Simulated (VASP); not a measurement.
# Au (Fd-3m) in VASP: further runs

Runs on Au. Level: RPBE. Tasks: single point, relaxation of cell and atoms.

All numbers are computed with VASP 6.6.1; they aren't measurements. Logs are shortened: lines on timing, memory, paths and dates and some standing lists are left out, and cuts for length are marked.

**1. The structure**

It takes space group Fd-3m (No. 227, cubic). Conventional cell: a = 6.265 Å, b = 6.265 Å, c = 6.265 Å, α = 90.00°, β = 90.00°, γ = 90.00°. Au (site symmetry -43m) has 4 Au at 2.71 Å as nearest neighbours.

This isn't the form of Au at room conditions, which is fcc.

**2. Single point, RPBE**

INCAR

```
PREC     = Accurate       # precision mode
ENCUT    = 520            # plane-wave cutoff, eV
EDIFF    = 1E-6           # SCF threshold, eV
ISMEAR   = -1             # smearing method
SIGMA    = 0.1            # smearing width, eV
LREAL    = False          # projectors in reciprocal space
LASPH    = True           # aspherical terms in the spheres
NELM     = 80             # most SCF steps
ALGO     = Normal         # electronic algorithm
ISIF     = 2              # what is computed and relaxed
LWAVE    = False          # write WAVECAR
LCHARG   = True           # write CHGCAR
GGA      = RP             # functional
LELF     = True           # ELF
LVHAR    = True         
NBANDS   = 18             # bands
```

KPOINTS

```
regular mesh
0
Gamma
  14 14 14
```

POSCAR

```
Au
1.0
    0.0000000000      3.1325900550      3.1325900550
    3.1325900550      0.0000000000      3.1325900550
    3.1325900550      3.1325900550      0.0000000000
Au
2
Direct
    0.1250000000      0.1250000000      0.1250000000
    0.8750000000      0.8750000000      0.8750000000
```

Potentials or basis: VASP PAW PBE potentials, release 64 (Au).

On the command line:

```sh
$ cat potpaw_PBE.64/Au/POTCAR > POTCAR
$ mpirun -np 1 vasp_std > vasp.out
```

OUTCAR:

```text
PREC = Accurate
   ENCUT = 520
   EDIFF = 1E-6
   ISMEAR = -1
   LREAL = False
   LASPH = True
   NELM = 80
   ISIF = 2
   GGA = RP

 ion  position               nearest neighbor table
   1  0.125  0.125  0.125-   2 2.71   2 2.71   2 2.71   2 2.71
   2  0.875  0.875  0.875-   1 2.71   1 2.71   1 2.71   1 2.71

  LATTYP: Found a face centered cubic cell.
 ALAT       =     6.2651801100

  Lattice vectors:

 A1 = (   0.0000000000,   3.1325900550,   3.1325900550)
 A2 = (   3.1325900550,   0.0000000000,   3.1325900550)
 A3 = (   3.1325900550,   3.1325900550,   0.0000000000)

Analysis of symmetry for initial positions (statically):
=====================================================================
 Subroutine PRICEL returns:
 Original cell was already a primitive cell.

 Routine SETGRP: Setting up the symmetry group for a
 face centered cubic supercell.

 Subroutine GETGRP returns: Found 48 space group operations
 (whereof 12 operations were pure point group operations)
 out of a pool of 48 trial point group operations.

The static configuration has the point symmetry D_3d.
 The point group associated with its full space group is O_h .

Analysis of symmetry for dynamics (positions and initial velocities):
=====================================================================
 Subroutine PRICEL returns:
 Original cell was already a primitive cell.

 Routine SETGRP: Setting up the symmetry group for a
 face centered cubic supercell.

 Subroutine GETGRP returns: Found 48 space group operations
 (whereof 12 operations were pure point group operations)
 out of a pool of 48 trial point group operations.

The dynamic configuration has the point symmetry D_3d.
 The point group associated with its full space group is O_h .

 Subroutine INISYM returns: Found 48 space group operations
 (whereof 12 operations are pure point group operations),
 and found     1 'primitive' translations

----------------------------------------------------------------------------------------

                                     Primitive cell

  volume of cell :      61.4810

  direct lattice vectors                    reciprocal lattice vectors
     0.000000000  3.132590055  3.132590055    -0.159612331  0.159612331  0.159612331
     3.132590055  0.000000000  3.132590055     0.159612331 -0.159612331  0.159612331
     3.132590055  3.132590055  0.000000000     0.159612331  0.159612331 -0.159612331

  length of vectors
     4.430151341  4.430151341  4.430151341     0.276456666  0.276456666  0.276456666

  position of ions in fractional coordinates (direct lattice)
     0.125000000  0.125000000  0.125000000
     0.875000000  0.875000000  0.875000000

  ion indices of the primitive-cell ions
   primitive index   ion index
                 1           1
                 2           2

----------------------------------------------------------------------------------------

 KPOINTS: regular mesh

Automatic generation of k-mesh.
 Grid dimensions read from file:
 generate k-points for:   14   14   14

 Generating k-lattice:

  Cartesian coordinates                     Fractional coordinates (reciprocal lattice)
    -0.011400881  0.011400881  0.011400881     0.071428571  0.000000000  0.000000000
     0.011400881 -0.011400881  0.011400881     0.000000000  0.071428571  0.000000000
     0.011400881  0.011400881 -0.011400881     0.000000000  0.000000000  0.071428571

  Length of vectors
     0.019746905  0.019746905  0.019746905

  Shift w.r.t. Gamma in fractional coordinates (k-lattice)
     0.000000000  0.000000000  0.000000000

 Subroutine IBZKPT returns following result:
 ===========================================

 Found    104 irreducible k-points:

 Following reciprocal coordinates:
            Coordinates               Weight
  0.000000  0.000000  0.000000      1.000000
  0.071429  0.000000  0.000000      8.000000
  0.142857  0.000000  0.000000      8.000000
  0.214286  0.000000  0.000000      8.000000
  0.285714  0.000000  0.000000      8.000000
  0.357143  0.000000  0.000000      8.000000
[... 16 lines left out ...]
  0.214286  0.142857  0.000000     24.000000
  0.285714  0.142857  0.000000     24.000000
 [... further k-points ...]
   k-points           NKPTS =    104   k-points in BZ     NKDIM =    104   number of bands    NBANDS=     18
   number of dos      NEDOS =    301   number of ions     NIONS =      2
   total plane-waves  NPLWV =  46656
   dimension x,y,z NGX =    36 NGY =   36 NGZ =   36
   dimension x,y,z NGXF=    72 NGYF=   72 NGZF=   72
   ions per type =               2
   NGX,Y,Z   is equivalent  to a cutoff of  13.51, 13.51, 13.51 a.u.
   NGXF,Y,Z  is equivalent  to a cutoff of  27.02, 27.02, 27.02 a.u.
 SYSTEM =  unknown system
   PREC   = accura    normal or accurate (medium, high low for compatibility)
   ISTART =      0    job   : 0-new  1-cont  2-samecut
   ICHARG =      2    charge: 1-file 2-atom 10-const
   ISPIN  =      1    spin polarized calculation?
   LNONCOLLINEAR =      F non collinear calculations
   LSORBIT =      F    spin-orbit coupling
   LASPH  =      T    aspherical Exc in radial PAW
   ENCUT  =  520.0 eV  38.22 Ry    6.18 a.u.   8.24  8.24  8.24*2*pi/ulx,y,z
   NELM   =     80;   NELMIN=  2; NELMDL= -5     # of ELM steps
   EDIFF  = 0.1E-05   stopping-criterion for ELM
   LREAL  =      F    real-space projection
   EDIFFG = 0.1E-04   stopping-criterion for IOM
   NSW    =      0    number of steps for IOM
   IBRION =     -1    ionic relax: 0-MD 1-quasi-New 2-CG
   NFREE  =      0    steps in history (QN), initial steepest desc. (CG)
   ISIF   =      2    stress and relaxation
   ISYM   =      2    0-nonsym 1-usesym 2-fastsym
   POTIM  = 0.5000    time-step for ionic-motion
   TEBEG  =    0.0;   TEEND  =   0.0 temperature during run
   PSTRESS=    0.0 pullay stress
   NELECT =      22.0000    total number of electrons
   NUPDOWN=      -1.0000    fix difference up-down
   EMIN   =  10.00;   EMAX   =-10.00  energy-range for DOS
   EFERMI =   0.00;   METHOD = LEGACY
   ISMEAR =    -1;   SIGMA  =   0.10  broadening in eV -4-tet -1-fermi 0-gaus
   EFERMI_NEDOS =   21; number of points for ismear=-14 and -15
   IALGO  =     38    algorithm
   IMIX   =      4    mixing-type and parameters
     AMIX     =   0.40;   BMIX     =  1.00
     AMIX_MAG =   1.60;   BMIX_MAG =  1.00
  volume/ion in A,a.u.               =      30.74       207.45
  Fermi-wavevector in a.u.,A,eV,Ry     =   1.162257  2.196347 18.379311  1.350841
  Thomas-Fermi vector in A             =   2.298820
   LORBIT       =      0    0 simple, 1 ext, 2 COOP (PROOUT), +10 PAW based schemes
   GGA     = RP    functional components
   LHFCALC =     F    Hartree Fock is set to
   AEXX    =    0.0000 exact exchange contribution
   IVDW    =     0    specifies the selected vdW correction
   LEPSILON=     F    determine dielectric tensor
   LRPA    =     F    only Hartree local field effects (RPA)
 non-spin polarized calculation
  energy-cutoff  :      520.00
  volume of cell :       61.48
 maximum number of plane-waves:      1676
 NGX is ok and might be reduce to    36
   NGX = 17   NGY = 17   NGZ = 17

 number of electron      22.0000002 magnetization

 Free energy of the ion-electron system (eV)
  ---------------------------------------------------
  ext. energy  EPLUGINS =         0.00000000
  ---------------------------------------------------
  free energy    TOTEN  =        -4.13215445 eV

  energy without entropy =       -4.10787399  energy(sigma->0) =       -4.12001422

 E-fermi :   2.5373     XC(G=0):  -8.7966

 val. band max:        2.5102903367   @ k =  -0.4286   0.1429   0.0000
 cond. band min:       2.5847548938   @ k =  -0.3571   0.4286   0.0714
 fundamental gap:      0.0744645571
 Fermi energy:         2.5373381006

 k-point     1 :       0.0000    0.0000    0.0000
  band No.  band energies     occupation
      1      -3.0363      2.00000
      2      -1.3124      2.00000
      3      -1.3124      2.00000
      4      -1.3124      2.00000
      5      -1.3035      2.00000
      6      -1.3035      2.00000
[... 10 lines left out ...]
     17      12.7584      0.00000
     18      12.7584      0.00000

 k-point     2 :       0.0714    0.0000    0.0000
  band No.  band energies     occupation
      1      -2.9810      2.00000
      2      -1.3953      2.00000
      3      -1.3953      2.00000
      4      -1.3169      2.00000
      5      -1.2051      2.00000
      6      -1.2051      2.00000
[... 10 lines left out ...]
     17      13.0751      0.00000
     18      13.0751      0.00000

 k-point     3 :       0.1429    0.0000    0.0000
  band No.  band energies     occupation
      1      -2.8216      2.00000
      2      -1.4564      2.00000
      3      -1.4564      2.00000
      4      -1.3292      2.00000
      5      -1.1040      2.00000
      6      -1.1040      2.00000
[... 10 lines left out ...]
     17      13.5658      0.00000
     18      13.5658      0.00000

 k-point     4 :       0.2143    0.0000    0.0000
  band No.  band energies     occupation
      1      -2.5805      2.00000
      2      -1.4868      2.00000
      3      -1.4868      2.00000
      4      -1.3467      2.00000
      5      -1.0270      2.00000
      6      -1.0270      2.00000
[... 375 lines left out ...]
      4      -1.3278      2.00000
      5      -1.1879      2.00000
      6      -0.9706      2.00000
[... 10 lines left out ...]
     17      14.7872      0.00000
     18      14.8169      0.00000

 k-point    23 :       0.2143    0.1429    0.0000
  band No.  band energies     occupation
      1      -2.5606      2.00000
      2      -1.6278      2.00000
      3      -1.3506      2.00000
      4      -1.3419      2.00000
      5      -1.1109      2.00000
      6      -0.8823      2.00000
[... 10 lines left out ...]
     17      14.3434      0.00000
     18      15.2713      0.00000

 k-point    24 :       0.2857    0.1429    0.0000
  band No.  band energies     occupation
      1      -2.3111      2.00000
      2      -1.6449      2.00000
      3      -1.3701      2.00000
      4      -1.3677      2.00000
      5      -1.0404      2.00000
      6      -0.8109      2.00000
[... 10 lines left out ...]
     17      13.9185      0.00000
     18      15.3303      0.00000

 [... further k-points ...]
[... 5 lines left out ...]
  --------------------------------------------------------------------------------------
  -------------------------------------------------------------------------------------
  Total       -0.0113722     -0.0113722     -0.0113722     -0.0000000      0.0000000      0.0000000
  in kB       -0.2963554     -0.2963554     -0.2963554     -0.0000000      0.0000000      0.0000000
  external PRESSURE =      -0.2963554 kB  Pullay stress =       0.0000000 kB

 VOLUME and BASIS-vectors are now :
 -----------------------------------------------------------------------------
  energy-cutoff  :      520.00
  volume of cell :       61.48
      direct lattice vectors                 reciprocal lattice vectors
     0.000000000  3.132590055  3.132590055    -0.159612331  0.159612331  0.159612331
     3.132590055  0.000000000  3.132590055     0.159612331 -0.159612331  0.159612331
     3.132590055  3.132590055  0.000000000     0.159612331  0.159612331 -0.159612331

 POSITION                                       TOTAL-FORCE (eV/Angst)
 -----------------------------------------------------------------------------------
      0.78315      0.78315      0.78315        -0.000000      0.000000     -0.000000
      5.48203      5.48203      5.48203         0.000000     -0.000000      0.000000
 -----------------------------------------------------------------------------------
    total drift:                                0.000000      0.000000      0.000000

  FREE ENERGIE OF THE ION-ELECTRON SYSTEM (eV)
  ---------------------------------------------------
  free  energy   TOTEN  =        -4.1321544454 eV

  energy  without entropy=       -4.1078739900  energy(sigma->0) =       -4.12001422
```

It took 45 s on 1 thread of Intel Xeon 6975P-C (Granite Rapids), shared host; peak memory 0.25 GiB.

What came out:

- Free energy: -4.1322 eV
- Pressure: 0.0 GPa
- Band gap on the k mesh: none (metal or under the smearing width)

Caveat: the PAW data sets were made with another functional, which shifts forces and pressure a little. Spin-orbit coupling is left out, which matters for the levels of Au.

**3. Single point, RPBE**

INCAR

```
PREC = Accurate
ENCUT = 520
EDIFF = 1E-6
ISMEAR = -1
SIGMA = 0.1
LREAL = False
LASPH = True
NELM = 60
ALGO = Normal
ISIF = 2
LWAVE = False
LCHARG = False
GGA = RP
NBANDS = 18
```

KPOINTS

```
regular mesh
0
Gamma
  10 10 10
```

POSCAR is that of step 2.

Potentials or basis: VASP PAW PBE potentials, release 64 (Au).

On the command line:

```sh
$ cat potpaw_PBE.64/Au/POTCAR > POTCAR
$ mpirun -np 1 vasp_std > vasp.out
```

OUTCAR:

```text
PREC = Accurate
   ENCUT = 520
   EDIFF = 1E-6
   ISMEAR = -1
   LREAL = False
   LASPH = True
   NELM = 60
   ISIF = 2
   GGA = RP

 ion  position               nearest neighbor table
   1  0.125  0.125  0.125-   2 2.71   2 2.71   2 2.71   2 2.71
   2  0.875  0.875  0.875-   1 2.71   1 2.71   1 2.71   1 2.71

  LATTYP: Found a face centered cubic cell.
 ALAT       =     6.2651801100

  Lattice vectors:

 A1 = (   0.0000000000,   3.1325900550,   3.1325900550)
 A2 = (   3.1325900550,   0.0000000000,   3.1325900550)
 A3 = (   3.1325900550,   3.1325900550,   0.0000000000)
[... 192 lines left out ...]
      6      -1.3058      2.00000
[... 481 lines left out ...]
      5      -0.6784      2.00000
      6      -0.6070      2.00000
[... 10 lines left out ...]
     17      16.4456      0.00000
     18      17.2816      0.00000

 [... further k-points ...]
[... 5 lines left out ...]
  --------------------------------------------------------------------------------------
  -------------------------------------------------------------------------------------
  Total       -0.0265390     -0.0265390     -0.0265390     -0.0000000      0.0000000      0.0000000
  in kB       -0.6915979     -0.6915979     -0.6915979     -0.0000000      0.0000000      0.0000000
  external PRESSURE =      -0.6915979 kB  Pullay stress =       0.0000000 kB

 VOLUME and BASIS-vectors are now :
 -----------------------------------------------------------------------------
  energy-cutoff  :      520.00
  volume of cell :       61.48
      direct lattice vectors                 reciprocal lattice vectors
     0.000000000  3.132590055  3.132590055    -0.159612331  0.159612331  0.159612331
     3.132590055  0.000000000  3.132590055     0.159612331 -0.159612331  0.159612331
     3.132590055  3.132590055  0.000000000     0.159612331  0.159612331 -0.159612331

 POSITION                                       TOTAL-FORCE (eV/Angst)
 -----------------------------------------------------------------------------------
      0.78315      0.78315      0.78315        -0.000000     -0.000000     -0.000000
      5.48203      5.48203      5.48203         0.000000      0.000000      0.000000
 -----------------------------------------------------------------------------------
    total drift:                                0.000000      0.000000      0.000000

  FREE ENERGIE OF THE ION-ELECTRON SYSTEM (eV)
  ---------------------------------------------------
  free  energy   TOTEN  =        -4.1324579120 eV

  energy  without entropy=       -4.1089936885  energy(sigma->0) =       -4.12072580
```

stdout:

```text
POSCAR found type information on POSCAR Au
 POSCAR found :  1 types and       2 ions
 scaLAPACK will be used
 -----------------------------------------------------------------------------
|                                                                             |
|                                                                             |
|     You enforced a specific xc type in the INCAR file but a different       |
|     I HOPE YOU KNOW WHAT YOU ARE DOING!                                     |
|                                                                             |
 -----------------------------------------------------------------------------

 LDA part: xc-table for (Slater+PW92), standard interpolation
 POSCAR, INCAR and KPOINTS ok, starting setup
 FFT: planning ... GRIDC
 FFT: planning ... GRID_SOFT
 FFT: planning ... GRID
 WAVECAR not read
 entering main loop
```

Wall time 21 s (1 thread of Intel Xeon 6975P-C (Granite Rapids), shared host); peak memory 0.21 GiB.

What came out:

* Free energy: -4.1325 eV
* Pressure: -0.1 GPa
* Band gap on the k mesh: none (metal or under the smearing width)

Caveat: the PAW data sets were made with another functional, which shifts forces and pressure a little. Spin-orbit coupling is left out, which matters for the levels of Au.

[end of part 1 of 2]
